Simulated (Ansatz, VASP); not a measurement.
One calculation of Tl, two programs

INCAR

```
SYSTEM = Tl
PREC = Accurate
ENCUT = 520
EDIFF = 1E-7
ISMEAR = -1
SIGMA = 0.05
LREAL = .FALSE.
LASPH = .TRUE.
NELM = 60
ALGO = Normal
ISIF = 2
LWAVE = .FALSE.
LCHARG = .FALSE.
GGA = PE
NBANDS = 20
```

File KPOINTS:

```
regular mesh
0
G
  9 9 5
  0 0 0
```

The input POSCAR:

```
Tl
1.0
    3.3854495917      0.0000000000      0.0000000000
   -1.6927247959      2.9318853497      0.0000000000
    0.0000000000      0.0000000000      5.4122132507
Tl
2
Direct
    0.6666666667      0.3333333333      0.7500000000
    0.3333333333      0.6666666667      0.2500000000
```

Contents of input.yaml:

```yaml
crystal:
  lattice:
    - [3.3854495917, 0.0, 0.0]
    - [-1.6927247959, 2.9318853497, 0.0]
    - [0.0, 0.0, 5.4122132507]
  atoms:
    - { symbol: Tl, position: [0.6666666667, 0.3333333333, 0.75] }
    - { symbol: Tl, position: [0.3333333333, 0.6666666667, 0.25] }
hamiltonian:
  xc: pbe
  pseudopotentials: { kind: paw }
kpoints:
  mp_grid: { grid: [9, 9, 5] }
scf:
  occupations: { method: fermi_dirac, width: 0.05 }
output:
  forces: true
  stress: true
  eigenvalues: true
  write_density: true
  write_potential: true
  elf: true
  volumetric_format: npy
```

Change from the starting cell: volume scaled by 0.94.

Alike in both runs: task single point; functional PBE; k mesh 9 × 9 × 5; occupations fermi-dirac, width 0.05 eV; no spin polarisation.

|  | VASP | Ansatz |
| --- | --- | --- |
| version | VASP 6.6.1 | Ansatz 0.2.0 |
| potentials or method | VASP PAW PBE potentials, release 64 (Tl_d) | Ansatz PAW |
| plane-wave cutoff (eV) | 520 | 420 |
| valence electrons in the cell | 26 | 26 |

VASP gave:

```
gap on the k mesh at the Fermi level (eV)       : none
pressure (GPa)                                  : 6.5
largest component of the traceless stress (GPa) : 1.27
```

Question: Estimate Ansatz's values.

Answer: gap on the k mesh at the Fermi level (eV): none; pressure (GPa): 6.6; largest component of the traceless stress (GPa): 1.28.

A gap of «none» marks a metal or a gap that the smearing closes.

Spin-orbit coupling is left out, which matters for the levels of Tl.
